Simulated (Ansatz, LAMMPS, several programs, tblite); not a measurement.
Energy against volume for Ge, lonsdaleite, at fixed shape and fractional coordinates, computed by several methods (PBE and r2SCAN, where shown, with plane waves in Ansatz); the cell shown is that of r2SCAN. With free coordinates or axes held, a curve is too stiff, and on another method's shape its minimum isn't the method's own volume. It is hexagonal, P6_3/mmc (No. 194); conventional cell a = 3.998 Å, c = 6.593 Å, 22.81 Å³ an atom. Ge has 4 Ge at 2.45–2.47 Å. Calculated for a static, non-magnetic cell. Energies count from each curve's lowest point; fits are third-order Birch-Murnaghan.

```
CELL_PARAMETERS angstrom
3.99762 0.00000 0.00000
-1.99881 3.46204 0.00000
0.00000 0.00000 6.59282
ATOMIC_POSITIONS crystal
Ge 0.33333 0.66667 0.00037
Ge 0.66667 0.33333 0.50037
Ge 0.33333 0.66667 0.37463
Ge 0.66667 0.33333 0.87463
```

Ge.tersoff (LAMMPS), on the shape of its own relaxed cell:
```tsv
V (Å³/atom)	E (meV/atom)
20.118	22.83
20.760	5.40
21.402	0.00
22.044	4.85
22.686	18.44
```
V₀ = 21.40 Å³ an atom and B₀ = 85 GPa.

GFN1-xTB (tblite), on the shape of the cell shown, as a cluster of 72 atoms at the zone centre:
```tsv
V (Å³/atom)	E (meV/atom)
20.074	291.84
21.442	142.98
22.811	65.61
24.180	13.77
25.548	0.00
```
The lowest point is an end point, so the minimum isn't bracketed.

Problem. SiCGe.tersoff (LAMMPS), on the shape of its own relaxed cell, gives
```tsv
V (Å³/atom)	E (meV/atom)
21.269	21.51
21.947	5.08
22.626	0.00
23.305	4.57
23.984	17.34
```
What equilibrium volume and bulk modulus follow?

Solution. V₀ = 22.63 Å³ an atom and B₀ = 76 GPa.

light PBE (260 eV, its own mesh), on the shape of the cell shown:
```
V (Å³/atom)  E (meV/atom)
     20.986         98.85
     21.899         59.48
     22.811         18.78
     23.723          0.00
     24.636         20.52
     25.548         36.76
```
The points scatter about a smooth fit, as a low cutoff and a light mesh can make them, so no fit is quoted.

GFN2-xTB (tblite), on the shape of the cell shown, as a cluster of 72 atoms at the zone centre:
```
V (Å³/atom)  E (meV/atom)
     20.074         92.61
     21.442         45.26
     22.811         15.71
     24.180          0.00
     25.548          7.50
```
The points scatter about a smooth fit, so no fit is quoted.
